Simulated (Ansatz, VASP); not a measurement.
# K (linear K chain): VASP beside Ansatz

Wanted: the spread between two codes on one cell, functional and k mesh. The structure shown is the end of the Ansatz relaxation below. Other levels of theory on this material are compared in a session of their own.

Calculated with Ansatz 0.2.0; plane waves, with VASP 6.6.1 beside it; PBEsol and RPBE.

## 1. The starting structure

The cell holds 1 atom: 1 K. Cell: a = 12.000 Å, b = 12.000 Å, c = 4.184 Å, α = 90.0°, β = 90.0°, γ = 90.0°. Vacuum lies along a and b. The structure's axis is c.

## 2. Ansatz: relaxation, PBEsol

Ansatz runs on its default PAW (the set named soft_2) files.

This run makes the geometry at which the two programs are then compared.

The input, input.yaml:

```yaml
crystal:
  lattice:
    - [12.0, 0.0, 0.0]
    - [0.0, 12.0, 0.0]
    - [0.0, 0.0, 3.7758]
  atoms:
    - { symbol: K, position: [0.5, 0.5, 0.0], spin: 0.5 }
magnetization:
  spin_polarized: true
kpoints:
  mp_grid: { grid: [1, 1, 22] }
scf:
  occupations: { method: fermi_dirac, width: 0.05 }
hamiltonian:
  xc: pbesol
relax:
  cell: { fix: [a, b, alpha, beta, gamma] }
  max_steps: 60
```

Run with:

```console
ansatz run input.yaml --threads 4 --pin off --max-ram 16384MiB --backend cpu --events-out ev --progress --plain --runs-dir out
```

Numbers of over 12 decimals in the logs are rounded to 6 here.

Output:

```text
Engine: ansatz 0.2.0, aarch64-unknown-linux-gnu
Pseudopotentials: kind: paw
Pseudopotential: K, paw, valence charge 9, recommended cutoff 420 eV (normal), K.paw.azcp
Functional definition: PBEsol
  exchange = pbesol_x
  correlation = pbesol_c
Crystal: 1 atoms, lattice volume = 543.715 Å³
Basis set: ecut = 420 eV, 10621 PW (Γ), exchange–correlation on 162×162×54 points (8 copies of the dense FFT grid, shifted against one another)
Bands: 9, of which v1, the nominal top of the filled ones, is band 5 counted from 1 (4 counted from 0)
Symmetry: 16 space group operations
Space group: P4/mmm (ITA 123), of the structure as read, at distance tolerance 8.2e-5 Å
Magnetic group: BNS 123.339 (UNI 999), of the structure as read, at distance tolerance 8.2e-5 Å
k-points: 12 of 22
Non-local potential: K, projectors of the file, l = 0: 3, l = 1: 2, l = 2: 2
PAW form: soft (Blöchl's): semilocal exchange-correlation on the pseudo side does not see the compensation charge
PAW frozen core: K, regenerated for the run's functional, and the local potential with it (the file was generated under x = pbe(κ = 0.804, μ = 0.219515), c = pbe(β = 0.066725))
PAW one-centre angular grid: K, 110 points (default); XC on 64 Gauss nodes
Initial density: superposition of atomic densities (neutral atoms: chi_scale 0, normalization atom)
Starting moments: Σ|m| = 0.5 μB on 1 of 1 site
Initial wavefunctions: pseudopotential atomic-orbital guess
Functional: x = pbesol(κ = 0.804, μ = 0.123457), c = pbesol(β = 0.046)
iter 1 solved again at ethr=3.40e-4 eV; its pass at ethr=3.10e-3 eV (dr2=3.06e-2 eV) is discarded
SCF iter   1: F=—  HF=-1515.403164 eV  |F-HF|=—  |Δ(HF+E_count)|=         —  Δρ=5.10e-3 (↑5.10e-3 ↓4.10e-3)  dr2=3.58e-2  dr2_m=1.03e-1  M=0.020 μB ∫|m|=0.030 μB  β_m=0.30  ethr=3.40e-4  ⟨swp⟩=1.0  Hψ=2430  notcnv=0
eigensolver tolerance schedule calibrated: the retry pair's looser diagonalisation under-reported the residual by θ = 0.14 (0.15/decade); ethr = c·dr2/N_el runs at the constant in force after the calibration composes with the one it found (an armed cap, an earlier calibration), c = 4.4e-2
preconditioner: auto → Resta (q_TF=auto, 1.377 Å⁻¹)  ε∞=1.4  [insulator: Δε(μ)=0.186 eV  Ē_g=2.583 eV  σ=0.050 eV  W_gap=0.73  n_scr=20 (ndim 8)  ℏωp=1.6 eV  f_vac=0.676  D(μ)=0.52/eV (n_scr^D=0)  ε∞_Penn≈1.4  vacuum switching on, ρ_ref=4.8e-4 e/Å³]
spin=Collinear: Resta preconditioning applied to the charge; magnetization (m = ρ↑ − ρ↓) channel mixes plain (no charge-response kernel on spin).
SCF iter   2: F=—  HF=-1515.430800 eV  |F-HF|=—  |Δ(HF+E_count)|=   2.76e-2  Δρ=3.53e-3 (↑3.53e-3 ↓3.02e-3)  dr2=1.77e-2  dr2_m=5.22e-2  M=0.014 μB ∫|m|=0.022 μB  β_m=0.30  ethr=1.76e-4  ⟨swp⟩=3.2  Hψ=379  notcnv=0
SCF iter   3: F=—  HF=-1515.446441 eV  |F-HF|=—  |Δ(HF+E_count)|=   1.56e-2  Δρ=2.45e-3 (↑2.16e-3 ↓2.45e-3)  dr2=1.11e-3  dr2_m=2.64e-2  M=0.010 μB ∫|m|=0.016 μB  β_m=0.30  ethr=8.70e-5  ⟨swp⟩=3.1  Hψ=464  notcnv=0
SCF iter   4: F=—  HF=-1515.452958 eV  |F-HF|=—  |Δ(HF+E_count)|=   6.52e-3  Δρ=1.64e-3 (↑1.63e-3 ↓1.64e-3)  dr2=3.02e-5  dr2_m=1.34e-2  M=0.008 μB ∫|m|=0.012 μB  β_m=0.30  ethr=5.44e-6  ⟨swp⟩=2.3  Hψ=388  notcnv=0
SCF iter   5: F=—  HF=-1515.456275 eV  |F-HF|=—  |Δ(HF+E_count)|=   3.32e-3  Δρ=1.17e-3 (↑1.17e-3 ↓1.17e-3)  dr2=9.05e-6  dr2_m=6.78e-3  M=0.006 μB ∫|m|=0.009 μB  β_m=0.30  ethr=1.49e-7  ⟨swp⟩=2.0  Hψ=325  notcnv=0
SCF iter   6: F=—  HF=-1515.457930 eV  |F-HF|=—  |Δ(HF+E_count)|=   1.65e-3  Δρ=8.33e-4 (↑8.33e-4 ↓8.31e-4)  dr2=3.16e-7  dr2_m=3.45e-3  M=0.004 μB ∫|m|=0.007 μB  β_m=0.30  ethr=4.45e-8  ⟨swp⟩=2.1  Hψ=339  notcnv=0
Mixer restart at iter 6: flushing history
spin-set hold released at iteration 6 (site moments contracting): the magnetisation degrees of freedom join the quasi-Newton model from the next iteration; the mixer history was flushed
SCF iter   7: F=—  HF=-1515.458758 eV  |F-HF|=—  |Δ(HF+E_count)|=   8.28e-4  Δρ=5.94e-4 (↑5.94e-4 ↓5.93e-4)  dr2=1.60e-7  dr2_m=1.75e-3  M=0.003 μB ∫|m|=0.005 μB  β_m=0.65  ethr=1.55e-9  ⟨swp⟩=3.0  Hψ=417  notcnv=0
SCF iter   8: F=—  HF=-1515.459608 eV  |F-HF|=—  |Δ(HF+E_count)|=   8.49e-4  Δρ=8.94e-6 (↑8.94e-6 ↓8.74e-6)  dr2=3.27e-9  dr2_m=3.89e-7  M=0.000 μB ∫|m|=0.001 μB  β_m=0.82  ethr=7.86e-10  ⟨swp⟩=3.8  Hψ=506  notcnv=0
SCF iter   9: F=—  HF=-1515.459645 eV  |F-HF|=—  |Δ(HF+E_count)|=   3.75e-5  Δρ=2.75e-6 (↑2.75e-6 ↓2.73e-6)  dr2=3.51e-9  dr2_m=3.73e-8  M=0.000 μB ∫|m|=0.000 μB  β_m=0.91  ethr=1.61e-11  ⟨swp⟩=4.5  Hψ=599  notcnv=0
SCF iter  10: F=—  HF=-1515.459646 eV  |F-HF|=—  |Δ(HF+E_count)|=   2.01e-7  Δρ=4.01e-7 (↑2.94e-7 ↓4.01e-7)  dr2=4.17e-10  dr2_m=5.98e-10  M=0.000 μB ∫|m|=0.000 μB  β_m=0.93  ethr=1.61e-11  ⟨swp⟩=3.5  Hψ=544  notcnv=0
SCF iter  11: F=—  HF=-1515.459646 eV  |F-HF|=—  |Δ(HF+E_count)|=   6.90e-9  Δρ=1.43e-7 (↑1.38e-7 ↓1.43e-7)  dr2=3.48e-12  dr2_m=9.77e-11  M=0.000 μB ∫|m|=0.000 μB  β_m=0.97  ethr=2.05e-12  ⟨swp⟩=2.7  Hψ=439  notcnv=0
[...]
SCF iter   7: F=-1515.496224 eV  HF=-1515.496224 eV  |F-HF|=5.91e-12  |Δ(HF+E_count)|=  3.62e-10  Δρ=1.27e-8 (↑1.27e-8 ↓1.24e-8)  dr2=2.07e-13  dr2_m=8.45e-13  M=-0.000 μB ∫|m|=0.000 μB  ethr=1.00e-12  ⟨swp⟩=1.0  Hψ=582  notcnv=0
the starting moments were not kept: the SCF closed with an absolute magnetisation of 2.3e-6 μB, where they sum to 0.5 μB in size (1 site). That is at most 0.1 of that sum. Measured as dr2_m measures the in/out step, that magnetisation stands 3.5e-13 eV from none, at or under the dr2_threshold of 2.2e-8 eV: it is no larger than a step whose dr2_m would equal this threshold.
SCF 4 converged in 7 iterations: F = -1515.496224 eV  dr2 = 2.07e-13
relax step   4: F+E_penalty+E_count = -1515.49622368 eV  Δ(F+E_penalty+E_count) = -7.821e-3 eV  max|allowed force component| = 0.000e0 eV/Å  Δτ_max = 0.0000 Å  P = +0.001 GPa  Ω = 596.168 Å³  energy of the carried Pulay correction = -7.379e-6 eV  fix = [a, b, alpha, beta, gamma]  reactions: a -0.010, b -0.010 GPa  (7 SCF iters, dr2 threshold 2.19e-8 eV, accepted)
[...]
relax step   5: F+E_penalty+E_count = -1515.49668611 eV  Δ(F+E_penalty+E_count) = -4.624e-4 eV  max|allowed force component| = 0.000e0 eV/Å  Δτ_max = 0.0000 Å  P = -0.005 GPa  Ω = 602.554 Å³  energy of the carried Pulay correction = -8.271e-6 eV  fix = [a, b, alpha, beta, gamma]  reactions: a -0.010, b -0.010 GPa  (6 SCF iters, accepted)
[...]
relax step   6: F+E_penalty+E_count = -1515.49680613 eV  Δ(F+E_penalty+E_count) = -1.200e-4 eV  max|allowed force component| = 0.000e0 eV/Å  Δτ_max = 0.0000 Å  P = -0.005 GPa  Ω = 602.554 Å³  fix = [a, b, alpha, beta, gamma]  reactions: a -0.009, b -0.009 GPa  stress off target by 4.14e-3 GPa on what of the cell is left free  SCF on the basis re-selected at this cell (its energy is not comparable with the rows above)  (6 SCF iters)
basis re-selected at this cell: Δ(F+E_penalty+E_count) = -1.200e-4 eV, ΔP = +0.001 GPa vs the last step (what re-selecting the basis moved, of the pressure what is left beyond the Pulay correction that the steps carried, after the strain that the cell walked since its last selection, with what the two solves' SCF thresholds leave and, on support functions, any second-order correction that the steps lacked; it is no measure of the basis error at this ecutwfc). The dense FFT grid was sized anew with the basis: this SCF ran on 81×81×30 points, the steps before it on 81×81×27, so part of this shift can come from that change (see relax.cell in the input reference). [rest of the remark cut]
SCF converged after 6 iterations
Magnetization: -0.0000 μB (4.5000 up, 4.5000 down)
Absolute magnetization: 0.0000 μB (∫|ρ↑−ρ↓|, with the PAW one-centre terms)
Spin contamination: 0.0000 ħ² per cell (⟨S²⟩ above its minimum at these occupations)
Per-site moments (μB) at R_I (Å): [(-3.7101191791252916e-8, 1.726065)]
Free energy (F): -1515.496806 eV
Harris-Foulkes:  -1515.496806 eV  (|F-HF|=1.08e-10)
Internal energy: -1515.490763 eV  (E = F + TS)
E sigma→0 (E₀):  -1515.493785 eV
Entropy (-TS):   -0.006043 eV (-6.043 meV/atom)
Fermi energy:    -1.904252 eV
--- Per-component energies (eV) ---
  E_band       = -178.636921
  E_kinetic    = 251.228816
  E_local      = -1313.968392  (includes V_loc(G=0)·N_el)
  E_nonlocal   = 14.068452
  E_hartree    = 530.104269
  E_xc         = -131.232976
  E_vxc        = -160.697454  (∫ρ·V_xc dr)
  E_paw        = -761.849736  (= ΣΔE_a)
  E_vpaw       = -29.476860  (= ΣTr[D̂ρ^β])
  E_aug_tail   = -0.000003  (compensation charges beyond the density's cutoff)
  E_ewald      = -103.949077
  E_core_change = 0.107885  (= ΣΔE_core)
  E_smearing   = -0.006043  (= −TS)
  E_closure    = 0.000000  (closes the sum)
  Σ components = -1515.496806   (vs F -1515.496806, Δ=0.00e0)
--- Forces (eV/Å), atoms counted from 1 ---
  atom   1  K      0.00000000     0.00000000     0.00000000
  max |Σ_I F_I| component: 0.00e0 eV/Å
--- Stress (GPa, compression-positive) ---
       -0.009400       0.000000       0.000000
        0.000000      -0.009400       0.000000
        0.000000       0.000000       0.004137
  P = ⅓ Tr σ = -0.0049 GPa (-0.049 kbar)
--- Relaxed structure (5 steps of the walk, 5 accepted, 1 SCFs on fresh bases) ---
  F+E_penalty+E_count = -1515.49680613 eV   max|allowed force component| = 0.000e0 eV/Å   (the final SCF, on the basis selected at the relaxed cell)
  cell:  # Å, volume = 602.5537 Å³
    - [12.0, 0.0, 0.0]
    - [0.0, 12.0, 0.0]
    - [0.0, 0.0, 4.184400]
  atoms:
    - { symbol: K, position: [0.5, 0.5, 0.0] }
```

In the SCF lines HF is the Harris–Foulkes energy and dr2 the Hartree energy of the density residual, in eV; the loop may stop once dr2 is under the threshold and the program's other checks hold. Hψ counts applications of the Hamiltonian.

## 3. VASP: single point, PBEsol

The same cell, functional, mesh and smearing now go to VASP, with its own data sets.

Lines of VASP's logs that name or quote its potential files are left out, and so is its time.

The input, INCAR:

```
SYSTEM = K
PREC = Accurate
ENCUT = 500
EDIFF = 1E-06
NELM = 200
ISMEAR = -1
SIGMA = 0.05
LREAL = .FALSE.
ALGO = Normal
GGA = PS
NBANDS = 11
ISPIN = 2
MAGMOM = -0
LORBIT = 11
LWAVE = .FALSE.
LCHARG = .FALSE.
ISIF = 2
LASPH = .TRUE.
GGA_COMPAT = .FALSE.
KPAR = 2
```

The input, POSCAR:

```
K
1.0
   12.0000000000      0.0000000000      0.0000000000
    0.0000000000     12.0000000000      0.0000000000
    0.0000000000      0.0000000000      4.1844004475
K
1
Direct
    0.5000000000      0.5000000000      0.0000000000
```

The input, KPOINTS:

```
Automatic mesh
0
Gamma
1 1 22
0 0 0
```

The projector-augmented-wave data sets are K_sv (PBE family, release 64).

Run with:

```console
mpirun -np 2 vasp_std
```

Output:

```text
[banner, memory and clock lines left out]
running    2 mpi-ranks, on    1 nodes
 distrk:  each k-point on    1 cores,    2 groups
 distr:  one band on    1 cores,    1 groups

 POSCAR found type information on POSCAR K
 POSCAR found :  1 types and       1 ions
|                                                                             |
|               ----> ADVICE to this user running VASP <----                  |
|                                                                             |
|     You enforced a specific xc type in the INCAR file but a different       |
|     [... a line on the potential file left out ...]
|     I HOPE YOU KNOW WHAT YOU ARE DOING!                                     |
|                                                                             |

 LDA part: xc-table for (Slater+PW92), standard interpolation
 POSCAR, INCAR and KPOINTS ok, starting setup
 FFT: planning ... GRIDC
 FFT: planning ... GRID_SOFT
 FFT: planning ... GRID
 WAVECAR not read
 entering main loop
       N       E                     dE             d eps       ncg     rms          rms(c)
DAV:   1     0.325785046688E+02    0.32579E+02   -0.30261E+03   784   0.418E+02
DAV:   2     0.306237592951E+01   -0.29516E+02   -0.29102E+02   655   0.108E+02
DAV:   3    -0.326369332968E+00   -0.33887E+01   -0.33850E+01   916   0.249E+01
DAV:   4    -0.595017281191E+00   -0.26865E+00   -0.26387E+00   784   0.516E+00
DAV:   5    -0.599526786663E+00   -0.45095E-02   -0.45073E-02   834   0.629E-01    0.710E-01
DAV:   6    -0.601879217527E+00   -0.23524E-02   -0.34089E-03   707   0.335E-01    0.495E-01
DAV:   7    -0.602712633636E+00   -0.83342E-03   -0.59019E-03   646   0.479E-01    0.862E-02
DAV:   8    -0.602595637448E+00    0.11700E-03   -0.45493E-04   735   0.156E-01    0.614E-02
DAV:   9    -0.602511370316E+00    0.84267E-04   -0.10937E-04   799   0.514E-02    0.434E-02
DAV:  10    -0.602083473186E+00    0.42790E-03   -0.66976E-04   730   0.810E-02    0.228E-02
DAV:  11    -0.602119828925E+00   -0.36356E-04   -0.64087E-05   712   0.266E-02    0.192E-02
DAV:  12    -0.602288756585E+00   -0.16893E-03   -0.33151E-05   549   0.238E-02    0.122E-02
DAV:  13    -0.602549649555E+00   -0.26089E-03   -0.15816E-04   553   0.443E-02    0.101E-02
DAV:  14    -0.602590227961E+00   -0.40578E-04   -0.13716E-05   673   0.208E-02    0.775E-03
DAV:  15    -0.602705844465E+00   -0.11562E-03   -0.41378E-05   663   0.259E-02    0.608E-03
DAV:  16    -0.602716542902E+00   -0.10698E-04   -0.12857E-05   595   0.175E-02    0.546E-03
DAV:  17    -0.602721530683E+00   -0.49878E-05   -0.33517E-06   651   0.103E-02    0.312E-03
DAV:  18    -0.602724144992E+00   -0.26143E-05   -0.37301E-06   645   0.109E-02    0.235E-03
DAV:  19    -0.602724465667E+00   -0.32068E-06   -0.84545E-07   567   0.512E-03
   1 F= -.60272447E+00 E0= -.59970627E+00  d E =-.603639E-02  mag=     0.0000
```

(Continued in part 2 of 2.)

[Lines on the potential files, build, host, timing and source positions are cut from VASP's logs without a mark.]

[Logs are printed without paths, hosts, clocks, repeated set-up lines and the standing remarks that a program may print on its own settings, such as how far it seeks lower states.]

[Hosts, paths, dates, database ids (printed as entryN), source tags and the programs' standing remarks are cut or masked in the printed files.]
